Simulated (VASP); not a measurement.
# BaTiO3 (Pm-3m) in VASP: further runs

Runs on BaTiO3. Level: PBE. Tasks: single point.

All numbers are computed with VASP 6.6.1; they aren't measurements. Logs are shortened: lines on timing, memory, paths and dates and some standing lists are left out, and cuts for length are marked.

## (1) The undisturbed crystal

Symmetry: Pm-3m, No. 221, cubic system. Conventional cell: a = 4.006 Å, b = 4.006 Å, c = 4.006 Å, α = 90.00°, β = 90.00°, γ = 90.00°. Ba (site symmetry m-3m) has 12 O at 2.83 Å as nearest neighbours. Ti (site symmetry m-3m) has 6 O at 2.00 Å as nearest neighbours. O (site symmetry 4/mmm) has 2 Ti at 2.00 Å as nearest neighbours.

## (2) Single point, PBE

Contents of INCAR:

```
  PREC = Accurate
  ENCUT = 340
  EDIFF = 1E-7
  ISMEAR = 0
  SIGMA = 0.05
  LREAL = F
  LASPH = T
  NELM = 100
  ALGO = Normal
  ISIF = 2
  LWAVE = F
  LCHARG = F
  GGA = PE
  ADDGRID = F
```

Contents of KPOINTS:

```
regular mesh
0
Gamma
  2 2 2
```

Contents of POSCAR:

```
BaTiO3
1.0
    4.0060000000      0.0000000000      0.0000000000
    0.0000000000      4.0060000000      0.0000000000
    0.0000000000      0.0000000000      4.0060000000
Ba Ti O
1 1 3
Direct
    0.4701120000      0.5031600000      0.5056990000
   -0.0202070000      0.0016430000     -0.0204470000
   -0.0270160000     -0.0188640000      0.5097340000
   -0.0003670000      0.4971430000     -0.0056670000
    0.4958670000     -0.0087980000      0.0064420000
```

Potentials or basis: VASP PAW PBE potentials, release 64 (Ba_sv, Ti_sv, O).

Run with:

```console
cat potpaw_PBE.64/Ba_sv/POTCAR potpaw_PBE.64/Ti_sv/POTCAR potpaw_PBE.64/O/POTCAR > POTCAR
mpirun -np 1 vasp_std > vasp.out
```

OUTCAR:

```text
PREC = Accurate
   ENCUT = 340
   EDIFF = 1E-7
   ISMEAR = 0
   LREAL = F
   LASPH = T
   NELM = 100
   ISIF = 2
   GGA = PE

 Found      8 irreducible k-points:

 Following reciprocal coordinates:
            Coordinates               Weight
  0.000000  0.000000  0.000000      1.000000
  0.500000  0.000000  0.000000      1.000000
  0.000000  0.500000  0.000000      1.000000
  0.000000  0.000000  0.500000      1.000000
  0.500000  0.500000  0.000000      1.000000
  0.000000  0.500000  0.500000      1.000000
   k-points           NKPTS =      8   k-points in BZ     NKDIM =      8   number of bands    NBANDS=     24
   number of dos      NEDOS =    301   number of ions     NIONS =      5
   total plane-waves  NPLWV =  13824
   dimension x,y,z NGX =    24 NGY =   24 NGZ =   24
   dimension x,y,z NGXF=    48 NGYF=   48 NGZF=   48
   ions per type =               1   1   3
   NGX,Y,Z   is equivalent  to a cutoff of   9.96,  9.96,  9.96 a.u.
   NGXF,Y,Z  is equivalent  to a cutoff of  19.92, 19.92, 19.92 a.u.
 SYSTEM =  unknown system
   PREC   = accura    normal or accurate (medium, high low for compatibility)
   ISTART =      0    job   : 0-new  1-cont  2-samecut
   ICHARG =      2    charge: 1-file 2-atom 10-const
   ISPIN  =      1    spin polarized calculation?
   LNONCOLLINEAR =      F non collinear calculations
   LSORBIT =      F    spin-orbit coupling
   LASPH  =      T    aspherical Exc in radial PAW
   ENCUT  =  340.0 eV  24.99 Ry    5.00 a.u.   6.02  6.02  6.02*2*pi/ulx,y,z
   NELM   =    100;   NELMIN=  2; NELMDL= -5     # of ELM steps
   EDIFF  = 0.1E-06   stopping-criterion for ELM
   LREAL  =      F    real-space projection
   EDIFFG = 0.1E-05   stopping-criterion for IOM
   NSW    =      0    number of steps for IOM
   IBRION =     -1    ionic relax: 0-MD 1-quasi-New 2-CG
   NFREE  =      0    steps in history (QN), initial steepest desc. (CG)
   ISIF   =      2    stress and relaxation
   ISYM   =      2    0-nonsym 1-usesym 2-fastsym
   POTIM  = 0.5000    time-step for ionic-motion
   TEBEG  =    0.0;   TEEND  =   0.0 temperature during run
   PSTRESS=    0.0 pullay stress
   NELECT =      40.0000    total number of electrons
   NUPDOWN=      -1.0000    fix difference up-down
   EMIN   =  10.00;   EMAX   =-10.00  energy-range for DOS
   EFERMI =   0.00;   METHOD = LEGACY
   ISMEAR =     0;   SIGMA  =   0.05  broadening in eV -4-tet -1-fermi 0-gaus
   EFERMI_NEDOS =   21; number of points for ismear=-14 and -15
   IALGO  =     38    algorithm
   IMIX   =      4    mixing-type and parameters
     AMIX     =   0.40;   BMIX     =  1.00
     AMIX_MAG =   1.60;   BMIX_MAG =  1.00
  volume/ion in A,a.u.               =      12.86        86.77
  Fermi-wavevector in a.u.,A,eV,Ry     =   1.397603  2.641087 26.576187  1.953295
  Thomas-Fermi vector in A             =   2.520843
   LORBIT       =      0    0 simple, 1 ext, 2 COOP (PROOUT), +10 PAW based schemes
   GGA     = PE    functional components
   LHFCALC =     F    Hartree Fock is set to
   AEXX    =    0.0000 exact exchange contribution
   IVDW    =     0    specifies the selected vdW correction
   LEPSILON=     F    determine dielectric tensor
   LRPA    =     F    only Hartree local field effects (RPA)
 non-spin polarized calculation
 Gauss-broadening in eV      SIGMA  =   0.05
  energy-cutoff  :      340.00
  volume of cell :       64.29
 maximum number of plane-waves:       925
   NGX = 13   NGY = 13   NGZ = 13

 number of electron      39.9999996 magnetization

 Free energy of the ion-electron system (eV)
  ---------------------------------------------------
  ext. energy  EPLUGINS =         0.00000000
  ---------------------------------------------------
  free energy    TOTEN  =       -39.42894751 eV

  energy without entropy =      -39.42894751  energy(sigma->0) =      -39.42894751

 E-fermi :   4.2946     XC(G=0): -11.2325

 val. band max:        3.8914597423   @ k =   0.5000   0.5000   0.5000
 cond. band min:       5.5723973429   @ k =   0.0000   0.0000   0.0000
 fundamental gap:      1.6809376006
 Fermi energy:         4.2946045542

 k-point     1 :       0.0000    0.0000    0.0000
  band No.  band energies     occupation
      1     -52.9438      2.00000
      2     -29.1939      2.00000
      3     -29.1741      2.00000
      4     -29.1703      2.00000
      5     -20.9960      2.00000
      6     -13.0649      2.00000
      7     -12.4234      2.00000
      8     -12.3521      2.00000
      9      -6.1745      2.00000
     10      -6.1654      2.00000
     11      -6.1617      2.00000
     12       1.5103      2.00000
     13       1.5344      2.00000
     14       1.5417      2.00000
     15       2.6205      2.00000
     16       2.6426      2.00000
     17       2.7624      2.00000
     18       3.4922      2.00000
     19       3.5156      2.00000
     20       3.5534      2.00000
     21       5.5724      0.00000
     22       5.7125      0.00000
     23       5.7481      0.00000
     24       7.6586      0.00000

 k-point     2 :       0.5000    0.0000    0.0000
  band No.  band energies     occupation
      1     -52.9426      2.00000
      2     -29.2239      2.00000
      3     -29.1914      2.00000
      4     -29.1685      2.00000
      5     -20.8778      2.00000
      6     -13.3031      2.00000
      7     -12.3656      2.00000
      8     -12.0801      2.00000
      9      -6.0123      2.00000
     10      -5.9982      2.00000
     11      -5.7556      2.00000
     12      -0.1519      2.00000
     13       1.0268      2.00000
     14       1.0847      2.00000
     15       1.6555      2.00000
     16       1.9355      2.00000
     17       1.9868      2.00000
     18       2.1853      2.00000
     19       2.9916      2.00000
     20       3.0513      2.00000
     21       5.8126      0.00000
     22       7.2138      0.00000
     23       7.2693      0.00000
     24       7.7141      0.00000

 k-point     3 :       0.0000    0.5000    0.0000
  band No.  band energies     occupation
      1     -52.9426      2.00000
      2     -29.2202      2.00000
      3     -29.1917      2.00000
      4     -29.1718      2.00000
      5     -20.8785      2.00000
      6     -13.3034      2.00000
      7     -12.3715      2.00000
      8     -12.0669      2.00000
      9      -5.9996      2.00000
     10      -5.9952      2.00000
     11      -5.7764      2.00000
     12      -0.1396      2.00000
     13       1.0484      2.00000
     14       1.0581      2.00000
     15       1.5643      2.00000
     16       1.8818      2.00000
     17       2.0583      2.00000
     18       2.2699      2.00000
     19       2.9112      2.00000
     20       3.0619      2.00000
     21       5.8424      0.00000
     22       7.2054      0.00000
     23       7.2542      0.00000
     24       7.7399      0.00000

 k-point     4 :       0.0000    0.0000    0.5000
  band No.  band energies     occupation
      1     -52.9426      2.00000
      2     -29.2437      2.00000
      3     -29.1723      2.00000
      4     -29.1683      2.00000
      5     -20.8779      2.00000
      6     -13.2543      2.00000
      7     -12.3142      2.00000
      8     -12.1832      2.00000
      9      -6.0199      2.00000
     10      -6.0086      2.00000
     11      -5.7402      2.00000
     12      -0.2175      2.00000
     13       1.0911      2.00000
     14       1.0929      2.00000
     15       1.7195      2.00000
     16       1.8386      2.00000
     17       2.0105      2.00000
     18       2.1089      2.00000
     19       3.0738      2.00000
     20       3.1198      2.00000
     21       5.7215      0.00000
     22       7.2485      0.00000
     23       7.2683      0.00000
     24       7.6616      0.00000

 k-point     5 :       0.5000    0.5000    0.0000
  band No.  band energies     occupation
      1     -52.9413      2.00000
      2     -29.2206      2.00000
      3     -29.2165      2.00000
      4     -29.1891      2.00000
      5     -20.8021      2.00000
      6     -12.7862      2.00000
      7     -12.3102      2.00000
      8     -12.2875      2.00000
      9      -6.2282      2.00000
     10      -6.2013      2.00000
     11      -5.7962      2.00000
     12      -0.4391      2.00000
     13      -0.1753      2.00000
     14       0.0263      2.00000
     15       1.0985      2.00000
     16       1.1777      2.00000
     17       2.1753      2.00000
     18       2.8686      2.00000
     19       2.8849      2.00000
     20       3.8318      2.00000
     21       7.2623      0.00000
     22       7.2806      0.00000
     23       7.5951      0.00000
     24       8.4708      0.00000

 k-point     6 :       0.0000    0.5000    0.5000
  band No.  band energies     occupation
      1     -52.9413      2.00000
      2     -29.2403      2.00000
      3     -29.2167      2.00000
      4     -29.1698      2.00000
      5     -20.8017      2.00000
      6     -12.6736      2.00000
      7     -12.4088      2.00000
      8     -12.3016      2.00000
      9      -6.2219      2.00000
     10      -6.1751      2.00000
     11      -5.8134      2.00000
     12      -0.4492      2.00000
     13      -0.2313      2.00000
     14      -0.0158      2.00000
     15       1.0007      2.00000
     16       1.1881      2.00000
     17       2.1631      2.00000
     18       2.9991      2.00000
     19       3.0263      2.00000
     20       3.7606      2.00000
     21       7.2285      0.00000
     22       7.2993      0.00000
     23       7.6272      0.00000
     24       8.4747      0.00000

 [... further k-points ...]
[... 5 lines left out ...]
  --------------------------------------------------------------------------------------
  -------------------------------------------------------------------------------------
  Total       -4.5614332     -4.7726097     -3.9120341     -0.1074375     -0.1486302     -0.1717263
  in kB     -113.6786910   -118.9415708    -97.4945590     -2.6775250     -3.7041185     -4.2797126
  external PRESSURE =    -110.0382736 kB  Pullay stress =       0.0000000 kB

 VOLUME and BASIS-vectors are now :
 -----------------------------------------------------------------------------
  energy-cutoff  :      340.00
  volume of cell :       64.29
      direct lattice vectors                 reciprocal lattice vectors
     4.006000000  0.000000000  0.000000000     0.249625562  0.000000000  0.000000000
     0.000000000  4.006000000  0.000000000     0.000000000  0.249625562  0.000000000
     0.000000000  0.000000000  4.006000000     0.000000000  0.000000000  0.249625562

 POSITION                                       TOTAL-FORCE (eV/Angst)
 -----------------------------------------------------------------------------------
      1.88327      2.01566      2.02583         0.316550     -0.129255     -0.442294
      3.92505      0.00658      3.92409        -1.213212      0.799528     -1.493699
      3.89777      3.93043      2.04199         0.321393      0.045894      0.795893
      4.00453      1.99155      3.98330         0.323645     -0.759769      0.571992
      1.98644      3.97076      0.02581         0.251624      0.043602      0.568107
 -----------------------------------------------------------------------------------
    total drift:                               -0.000719     -0.000020      0.000830

  FREE ENERGIE OF THE ION-ELECTRON SYSTEM (eV)
  ---------------------------------------------------
  free  energy   TOTEN  =       -39.4289475109 eV

  energy  without entropy=      -39.4289475109  energy(sigma->0) =      -39.42894751
```

Run time: 6.1 s. Hardware: 1 thread of Intel Xeon 6975P-C (Granite Rapids), shared host; peak memory 0.13 GiB.

The run converged, but a check on its numbers failed (symmetry, net force, bounds or a known fault of this set-up), so they aren't taken as properties of the crystal.

Caveat: the k mesh is coarse (spacing up to 0.78 Å⁻¹), so the values aren't converged; the cutoff lies under the usual one of these potentials, so the numbers hold a large basis-set error; spin-orbit coupling is left out, which moves the levels of the heavy elements.

## (3) Single point, PBE

INCAR, as its differences from that of step 2:

```diff
@@ -1,3 +1,3 @@
   PREC = Accurate
-  ENCUT = 340
+  ENCUT = 460
   EDIFF = 1E-7
```

KPOINTS is that of step 2.

POSCAR is that of step 2.

Potentials or basis: VASP PAW PBE potentials, release 64 (Ba_sv, Ti_sv, O).

Run with:

```console
cat potpaw_PBE.64/Ba_sv/POTCAR potpaw_PBE.64/Ti_sv/POTCAR potpaw_PBE.64/O/POTCAR > POTCAR
mpirun -np 1 vasp_std > vasp.out
```

Wall time 9.7 s (1 thread of Intel Xeon 6975P-C (Granite Rapids), shared host); peak memory 0.15 GiB.

These settings aren't checked as converged: the numbers below hold their error.

What came out:

* Free energy: -39.3289 eV
* Pressure: 6.1 GPa
* Largest force: 2.092 eV/Å
* Band gap on the k mesh: 1.68 eV, indirect (least direct gap 1.97 eV)

Caveat: the k mesh is coarse (spacing up to 0.78 Å⁻¹), so the values aren't converged; the cutoff is under 1.25 times the usual one of these potentials, so pressure, stress and relaxed cells hold a basis-set (Pulay) error; spin-orbit coupling is left out, which moves the levels of the heavy elements.

## (4) Single point, PBE

INCAR, as its differences from that of step 3:

```diff
@@ -1,3 +1,3 @@
   PREC = Accurate
-  ENCUT = 460
+  ENCUT = 520
   EDIFF = 1E-7
```

KPOINTS is that of step 3.

POSCAR is that of step 3.

Run with:

```console
cat potpaw_PBE.64/Ba_sv/POTCAR potpaw_PBE.64/Ti_sv/POTCAR potpaw_PBE.64/O/POTCAR > POTCAR
mpirun -np 1 vasp_std > vasp.out
```

Run time: 14 s. Hardware: 1 thread of Intel Xeon 6975P-C (Granite Rapids), shared host; peak memory 0.16 GiB.

The run converged, but some of its settings lie outside the range that counts as converged, so its numbers aren't taken as properties of the crystal.

What came out:

```yaml
Free_energy: -39.3198 eV
Pressure: 6.8 GPa
Largest_force: 2.095 eV/Å
Band_gap_on_the_k_mesh: 1.67 eV, indirect (least direct gap 1.97 eV)
```

Caveat: the k mesh is coarse (spacing up to 0.78 Å⁻¹), so the values aren't converged; spin-orbit coupling is left out, which moves the levels of the heavy elements.

## (5) Single point, PBE

INCAR, as its differences from that of step 4:

```diff
@@ -1,3 +1,3 @@
   PREC = Accurate
-  ENCUT = 520
+  ENCUT = 340
   EDIFF = 1E-7
```

Contents of KPOINTS:

```
regular mesh
0
Gamma
  3 3 3
```

POSCAR is that of step 4.

Run with:

```console
cat potpaw_PBE.64/Ba_sv/POTCAR potpaw_PBE.64/Ti_sv/POTCAR potpaw_PBE.64/O/POTCAR > POTCAR
mpirun -np 1 vasp_std > vasp.out
```

Wall time 9.2 s (1 thread of Intel Xeon 6975P-C (Granite Rapids), shared host); peak memory 0.14 GiB.

The run converged, but a check on its numbers failed (symmetry, net force, bounds or a known fault of this set-up), so they aren't taken as properties of the crystal.

Caveat: the k mesh is coarse (spacing up to 0.52 Å⁻¹), so the values aren't converged; the cutoff lies under the usual one of these potentials, so the numbers hold a large basis-set error; spin-orbit coupling is left out, which moves the levels of the heavy elements; an odd mesh through Γ misses points on the zone boundary, where band edges often lie.

## (6) Single point, PBE

INCAR, as its differences from that of step 5:

```diff
@@ -1,3 +1,3 @@
   PREC = Accurate
-  ENCUT = 340
+  ENCUT = 400
   EDIFF = 1E-7
```

KPOINTS is that of step 5.

POSCAR is that of step 5.

Potentials or basis: VASP PAW PBE potentials, release 64 (Ba_sv, Ti_sv, O).

Run with:

```console
cat potpaw_PBE.64/Ba_sv/POTCAR potpaw_PBE.64/Ti_sv/POTCAR potpaw_PBE.64/O/POTCAR > POTCAR
mpirun -np 1 vasp_std > vasp.out
```

Wall time 17 s (1 thread of Intel Xeon 6975P-C (Granite Rapids), shared host); peak memory 0.16 GiB.

The run converged, but some of its settings lie outside the range that counts as converged, so its numbers aren't taken as properties of the crystal.

What came out:

* Free energy: -39.9050 eV
* Largest force: 0.616 eV/Å
* Band gap on the k mesh: 2.15 eV, direct

Caveat: the k mesh is coarse (spacing up to 0.52 Å⁻¹), so the values aren't converged; the cutoff is under 1.25 times the usual one of these potentials, so pressure, stress and relaxed cells hold a basis-set (Pulay) error; spin-orbit coupling is left out, which moves the levels of the heavy elements; an odd mesh through Γ misses points on the zone boundary, where band edges often lie.

## (7) For comparison

An earlier run on the cell as given: functional PBEsol; potentials or basis VASP PAW PBE potentials, release 64 (Ba_sv, Ti_sv, O); cutoff 520 eV; k mesh 7 × 7 × 7; occupations fermi-dirac, width 0.05 eV; no spin polarisation.

* Pressure: -2.8 GPa
* Band gap on the k mesh: 1.76 eV, indirect (least direct gap 1.84 eV)
